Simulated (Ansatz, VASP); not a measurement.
# Two plane-wave programs on PbSe (Clausthalite)

```
Pb Se
1.0
     0.00000    3.06065    3.06065
     3.06065    0.00000    3.06065
     3.06065    3.06065    0.00000
Pb Se
1 1
Direct
  0.00000 0.00000 0.00000
  0.50000 0.50000 0.50000
```

Alike in both runs: task relaxation of cell and atoms; functional RPBE; dispersion D3(BJ); k mesh 8 × 8 × 8; occupations fermi-dirac, width 0.05 eV; no spin polarisation.

|  | VASP | Ansatz |
| --- | --- | --- |
| version | VASP 6.6.1 | Ansatz 0.2.0 |
| potentials or method | VASP PAW PBE potentials, release 64 (Pb_d, Se) | Ansatz PAW |
| plane-wave cutoff (eV) | 600 | 420 |
| valence electrons in the cell | 20 | 30 |

Ansatz gave:

* gap on the k mesh at the Fermi level, each at its own relaxed structure (eV): 0.47
* relaxed volume (Å³/atom): 23.70
* relaxed cell length with the largest relative difference (Å): 4.062
* energy change over the relaxation (meV/atom): -191

Problem. Which values does VASP return?

Solution. gap on the k mesh at the Fermi level, each at its own relaxed structure (eV): 0.46; relaxed volume (Å³/atom): 23.74; relaxed cell length with the largest relative difference (Å): 4.064; energy change over the relaxation (meV/atom): -190.

The two sets of potentials don't hold the same shells in valence.

Caveats: the volume moved by over 15 % at a fixed basis, so the end points are rough; spin-orbit coupling is left out, which as a rule narrows the gap of such compounds by several tenths of an eV; the volume moved by -17 % from the deposited cell, more than functionals usually miss; the PAW data sets were made with another functional, which shifts forces and pressure a little (VASP); the plane-wave basis is chosen anew once the cell has moved, so the energies of steps on either side of that aren't comparable (Ansatz); the PAW data sets come from PBE, with cores solved anew for the run's functional, which leaves a small shift of forces and pressure (Ansatz). A k mesh can miss the band edges.
